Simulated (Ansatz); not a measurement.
The cell was built from the hcp type and relaxed in the same program, and has space group P6_3/mmc; it needn't be a known or the stable phase.

Input and log of a run on H: DFT, PBE, PAW with Ansatz's default frozen-core files, scalar-relativistic (Ansatz 0.2.0).

Command: `ansatz run input.yaml --threads 1 --pin off --max-ram 2048MiB --backend cpu --events-out ev --progress --plain --runs-dir out` The run took about 5.5 s on 1 thread of a shared machine.

```yaml
crystal:
  lattice:
    - [1.9322960429, 0.0, 0.0]
    - [-0.9661480214, 1.6734174608, 0.0]
    - [0.0, 0.0, 1.9047121375]
  atoms:
    - { symbol: H, position: [0.3333333333, 0.6666666667, 0.25] }
    - { symbol: H, position: [0.6666666667, 0.3333333333, 0.75] }
kpoints:
  mp_grid: { grid: [17, 17, 9] }
  band_path:
    path:
      - [0.0, 0.0, 0.0]
      - [0.5, 0.0, 0.0]
      - [0.3333333333, 0.3333333333, 0.0]
      - [0.0, 0.0, 0.0]
      - [0.0, 0.0, 0.5]
      - [0.5, 0.0, 0.5]
      - [0.3333333333, 0.3333333333, 0.5]
      - [0.0, 0.0, 0.5]
      - [0.5, 0.0, 0.5]
    npoints: 8
scf:
  occupations: { method: fermi_dirac, width: 0.05 }
hamiltonian:
  xc: pbe
  pseudopotentials: { kind: paw }
output:
  forces: true
  stress: true
  eigenvalues: true
  efg: { contact_densities: true }
  populations: true
  bader: true
  dos: { projected: true, de: 0.2, e_range: [-14, 8] }
```

The log:

```
Engine: ansatz 0.2.0
Pseudopotentials: kind: paw
Pseudopotential: H, paw, valence charge 1, recommended cutoff 420 eV (normal)
Functional definition: PBE
  parameter kappa = 0.804
  parameter beta = 0.06672455060314922
  exchange = pbe_x(kappa = kappa, mu = beta*pi^2/3)
  correlation = pbe_c(beta = beta)
Crystal: 2 atoms, lattice volume = 6.159 Å³
Basis set: ecut = 420 eV, 133 PW (Γ), exchange–correlation on 30×30×30 points (8 copies of the dense FFT grid, shifted against one another)
Bands: 5, of which v1, the nominal top of the filled ones, is band 1 counted from 1 (0 counted from 0)
Symmetry: 24 space group operations
Space group: P63/mmc (ITA 194), of the structure as read, at distance tolerance 1.8e-5 Å
k-points: 165 of 2601
Non-local potential: H, projectors of the file, l = 0: 2, l = 1: 1
PAW form: soft (Blöchl's): semilocal exchange-correlation on the pseudo side does not see the compensation charge
PAW one-centre angular grid: H, 110 points (default); XC on 64 Gauss nodes
Initial density: superposition of atomic densities (neutral atoms: chi_scale 0, normalization atom), corrected by the library's trained network
Initial wavefunctions: pseudopotential atomic-orbital guess
Functional: x = pbe(κ = 0.804, μ = 0.2195149727645171), c = pbe(β = 0.06672455060314922)
SCF iter   1: F=—  HF=-29.512319 eV  |F-HF|=—  |Δ(HF+E_count)|=         —  Δρ=2.05e-3  dr2=4.32e-5  ethr=1.77e-3  ⟨swp⟩=3.8  Hψ=6260  notcnv=0
preconditioner: auto → none  [metal: Δε(μ)=0.079 eV  Ē_g=26.301 eV  σ=0.050 eV  W_gap=0.38  n_scr=0 (ndim 8)  ℏωp=21.2 eV  f_vac=0.000  D(μ)=0.21/eV (n_scr^D=0)]
SCF iter   2: F=—  HF=-29.513120 eV  |F-HF|=—  |Δ(HF+E_count)|=   8.01e-4  Δρ=1.04e-3  dr2=9.61e-6  ethr=2.16e-6  ⟨swp⟩=1.5  Hψ=2236  notcnv=0
SCF iter   3: F=—  HF=-29.513404 eV  |F-HF|=—  |Δ(HF+E_count)|=   2.84e-4  Δρ=1.10e-4  dr2=2.92e-7  ethr=4.81e-7  ⟨swp⟩=1.9  Hψ=1109  notcnv=0
iter 4 did not close the SCF: its close was put off for the readings that it lacked (scf_convergence_deferred on its scf_iter line)
SCF iter   4: F=-29.513404 eV  HF=-29.513404 eV  |F-HF|=1.95e-8  |Δ(HF+E_count)|=   4.49e-7  Δρ=5.15e-5  dr2=6.24e-8  ethr=1.46e-8  ⟨swp⟩=1.0  Hψ=937  notcnv=0
iter 5 did not close the SCF: its close was put off for the readings that it lacked (scf_convergence_deferred on its scf_iter line)
SCF iter   5: F=-29.513404 eV  HF=-29.513404 eV  |F-HF|=1.13e-10  |Δ(HF+E_count)|=   2.01e-8  Δρ=4.35e-6  dr2=4.89e-10  ethr=3.12e-9  ⟨swp⟩=1.0  Hψ=937  notcnv=0
SCF iter   6: F=-29.513404 eV  HF=-29.513404 eV  |F-HF|=1.25e-11  |Δ(HF+E_count)|=  1.10e-10  Δρ=1.48e-6  dr2=5.64e-11  ethr=2.44e-11  ⟨swp⟩=1.0  Hψ=2092  notcnv=0
SCF 1 converged in 6 iterations: F = -29.513404 eV  dr2 = 5.64e-11
  greatest PAW one-centre occupation: 0.257 electrons in one spin orbital (limit 2), on the H atom at site 1 (counted from 0), in its partial waves of l = 0
NSCF: frozen V_eff on 65 k-points
SCF converged after 6 iterations
Free energy (F): -29.513404 eV
Harris-Foulkes:  -29.513404 eV  (|F-HF|=1.25e-11)
Internal energy: -29.511752 eV  (E = F + TS)
E sigma→0 (E₀):  -29.512578 eV
Entropy (-TS):   -0.001652 eV (-0.826 meV/atom)
Fermi energy:    3.549440 eV
--- Per-component energies (eV) ---
  E_band       = -6.097880
  E_kinetic    = 25.225006
  E_local      = -11.713856  (includes V_loc(G=0)·N_el)
  E_nonlocal   = 2.413343
  E_hartree    = 0.805494
  E_xc         = -17.458929
  E_vxc        = -22.730435  (∫ρ·V_xc dr)
  E_paw        = -0.727014  (= ΣΔE_a)
  E_vpaw       = -0.900961  (= ΣTr[D̂ρ^β])
  E_aug_tail   = -0.001977  (compensation charges beyond the density's cutoff)
  E_ewald      = -28.053820
  E_smearing   = -0.001652  (= −TS)
  E_closure    = -0.000000  (closes the sum)
  Σ components = -29.513404   (vs F -29.513404, Δ=0.00e0)
--- Forces (eV/Å), atoms counted from 1 ---
  atom   1  H      0.00000000    -0.00000000     0.00000000
  atom   2  H      0.00000000     0.00000000     0.00000000
  max |Σ_I F_I| component: 8.67e-18 eV/Å
--- Stress (GPa, compression-positive) ---
        0.004733      -0.000000       0.000000
       -0.000000       0.004733       0.000000
        0.000000       0.000000       0.006907
  P = ⅓ Tr σ = 0.0055 GPa (0.055 kbar)
--- PAW observables at the nuclei: V_zz in 10²¹ V/m², potentials from the cell's mean, atoms counted from 1 ---
  atom   1  H  V_zz =    -0.005139   η = 0.0000   by run symmetry: allowed
            electrostatic potential = -34.123059 V   contact ρ = 2.198223 e/Å³
  atom   2  H  V_zz =    -0.005139   η = 0.0000   by run symmetry: allowed
            electrostatic potential = -34.123059 V   contact ρ = 2.198223 e/Å³
--- Band table (eV; the first three rows and the last of 165) ---
  k-point 0: bands = ["-12.6835", "20.2080", "31.6178", "39.5597", "42.1101"]
  k-point 1: bands = ["-12.1847", "16.8982", "32.3911", "42.4393", "42.9704"]
  k-point 2: bands = ["-10.6918", "10.8778", "33.9625", "43.2333", "44.4854"]
  k-point 164: bands = ["7.4490", "8.1582", "18.2595", "19.5306", "20.0980"]
--- Löwdin populations: 2 sites ---
  site symbol       q [e]
     0      H      0.9897
     1      H      0.9897
  spilling = 0.010349 (of n_electrons = 2.000000)
--- Bader charges: 2 sites ---
  site symbol  charge [e]  shift [e]
     0      H      0.0000     0.0000
     1      H      0.0000     0.0000
  estimated error of the sums over rays = 6.3e-5 e
```
